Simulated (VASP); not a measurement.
A run of VASP 6.6.1 is set up as follows.

The input INCAR:

```
PREC     = Accurate       # precision mode
ENCUT    = 520            # plane-wave cutoff, eV
EDIFF    = 1E-7           # SCF threshold, eV
ISMEAR   = 0              # smearing method
SIGMA    = 0.01           # smearing width, eV
LREAL    = False          # projectors in reciprocal space
LASPH    = True           # aspherical terms in the spheres
NELM     = 100            # most SCF steps
ALGO     = Normal         # electronic algorithm
ISIF     = 2              # what is computed and relaxed
LWAVE    = False          # write WAVECAR
LCHARG   = False          # write CHGCAR
GGA      = PE             # functional
NBANDS   = 37             # bands
```

The input KPOINTS:

```
regular mesh
0
Gamma
  4 4 4
```

The input POSCAR:

```
Ag2O
1.0
    4.6542354267      0.0000000000      0.0000000000
    0.0000000000      4.6542354267      0.0000000000
    0.0000000000      0.0000000000      4.6542354267
Ag O
4 2
Direct
    0.2500000000      0.2500000000      0.2500000000
    0.2500000000      0.7500000000      0.7500000000
    0.7500000000      0.7500000000      0.2500000000
    0.7500000000      0.2500000000      0.7500000000
    0.0000000000      0.0000000000      0.0000000000
    0.5000000000      0.5000000000      0.5000000000
```

Potentials or basis: VASP PAW PBE potentials, release 64 (Ag, O).

The run is started by

```sh
$ cat potpaw_PBE.64/Ag/POTCAR potpaw_PBE.64/O/POTCAR > POTCAR
$ mpirun -np 1 vasp_std > vasp.out
```

Q: What does it give for the band gap on the k mesh?

A: 0.10 eV, direct.

Q: What does it give for the pressure?

A: 9.1 GPa.
